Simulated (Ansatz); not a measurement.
# NiO: the cost of one run

Method: DFT PBE, scalar-relativistic, plane waves, PAW, in Ansatz 0.2.0.

1 further run of the same task is left out (set aside as unsound or not needed).

### Step 1. The starting structure

The structure is cubic, space group Fm-3m (No. 225). The conventional cell has a = 4.216 Å, b = 4.216 Å, c = 4.216 Å, α = 90.00°, β = 90.00°, γ = 90.00°. Ni (site symmetry m-3m) is surrounded by 6 O at 2.11 Å. O (site symmetry m-3m) is surrounded by 6 Ni at 2.11 Å.

As a file:

```xyz
2
Lattice="0.0000 2.1082 2.1082 2.1082 0.0000 2.1082 2.1082 2.1082 0.0000" Properties=species:S:1:pos:R:3 pbc="T T T"
Ni    0.0000    0.0000    0.0000
O     2.1082    2.1082    2.1082
```

It is the result of an earlier relaxation at this level (volume 9.37 Å³/atom; gap on the mesh: none (metal), site moments up to 1.5 μB).

### Step 2. Electronic structure at the relaxed geometry

Contents of input.yaml:

```yaml
crystal:
  lattice:
    - [0.0, 2.1081761454, 2.1081761454]
    - [2.1081761454, 0.0, 2.1081761454]
    - [2.1081761454, 2.1081761454, 0.0]
  atoms:
    - { symbol: Ni, position: [0.0, 0.0, 0.0], spin: 1.6 }
    - { symbol: O, position: [0.5, 0.5, 0.5], spin: 0.32 }
basis:
  ecutwfc: 420
kpoints:
  mp_grid: { grid: [18, 18, 18] }
  band_path:
    path:
      - [[0.0, 0.0, 0.0], [0.5, 0.0, 0.5], [0.625, 0.25, 0.625]]
      - [[0.375, 0.375, 0.75], [0.0, 0.0, 0.0], [0.5, 0.5, 0.5], [0.5, 0.25, 0.75], [0.5, 0.0, 0.5]]
    npoints: 14
hamiltonian:
  xc: pbe
scf:
  occupations: { method: gaussian, width: 0.1 }
  n_extra_bands: 6
output:
  forces: true
  stress: true
  eigenvalues: true
  populations: true
  dos: { projected: true, de: 0.02, nscf_kmesh: { grid: [27, 27, 27] } }
  bader: true
  write_density: true
  write_potential: true
  elf: true
  volumetric_format: npy
magnetization:
  spin_polarized: true
checkpoint:
  read: start.run
  write: ck
  compress: false
  write_wavefunctions: false
  write_every: 100000
```

On the command line:

```bash
$ ansatz run input.yaml --threads 1 --pin off --max-ram 2560MiB --backend cpu --events-out ev --progress --plain --runs-dir out
```

What time and memory should one allow on 1 thread of AMD EPYC (Zen 3), shared host?

About 66 s, with a peak of 0.43 GiB.
